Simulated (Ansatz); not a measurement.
## WSe2: frozen-core PAW against all-electron methods

```xyz
3
Lattice="3.2999 0.0000 0.0000 -1.6500 2.8578 0.0000 0.0000 0.0000 7.4880" Properties=species:S:1:pos:R:3 pbc="T T T"
W     0.0000    0.0000    0.0000
Se    0.0000    1.9052    1.7179
Se    1.6500    0.9526    5.7701
```

Atom numbers follow the list: W1, Se2, Se3.

The cell was built from the CdI2 type and relaxed in the same program, and has space group P-3m1; it needn't be a known or the stable phase.

Spin–orbit coupling is left out, though it moves levels of the heavy atoms by tenths of an eV or more.

All numbers are computed: DFT, PBE, PAW with Ansatz's default frozen-core files, scalar-relativistic (Ansatz 0.2.0); DFT, PBE, all-electron PAW with datasets made for the crystal, scalar-relativistic (Ansatz 0.2.0); DFT, PBE, all-electron LAPW, scalar-relativistic (Ansatz 0.2.0).

For PAW: a Γ-centred 10×10×6 k mesh, Fermi–Dirac smearing of 0.08 eV, cutoff 420 eV, no spin polarisation. The crystal-made all-electron datasets (AE datasets) take a cutoff of 300 eV at this cell. LAPW targets a basis error of 1 meV/atom. The Ansatz runs share mesh, smearing and spin set-up. Plane-wave (PAW) pressures include the program's estimate of the Pulay term.

Stress and pressure are positive in compression.

No spin–orbit coupling: at heavy atoms the gradients can be off by tens of per cent for that reason.

In a metal, gradients converge slowly with the k mesh: the values move by tens of per cent from one mesh to another, at times in sign, so only the comparison on one mesh counts.

Levels count from the Fermi level.

| quantity | PAW | AE datasets | LAPW |
| --- | --- | --- | --- |
| pressure (GPa) | -0.02 | 0.01 | 0.01 |
| highest filled level at Γ (eV) | -0.679 | -0.679 | -0.679 |
| lowest empty level at Γ (eV) | 0.194 | 0.194 | 0.194 |
| highest filled level at H (eV) | -3.971 | -3.974 | -3.974 |
| lowest empty level at H (eV) | 0.314 | 0.314 | 0.314 |
| field gradient Vzz at W1 (10²¹ V/m²) | ? | ? | – |
| field gradient Vzz at Se2 (10²¹ V/m²) | -7.62 | ? | – |

**Question.** What belongs in the row "field gradient Vzz at W1 (10²¹ V/m²)", column "AE datasets"?

**Answer.** -20.52.

**Question.** Fill in "AE datasets" for the row "field gradient Vzz at Se2 (10²¹ V/m²)".

**Answer.** -7.70.

**Question.** What belongs in the row "field gradient Vzz at W1 (10²¹ V/m²)", column "PAW"?

**Answer.** -20.81.
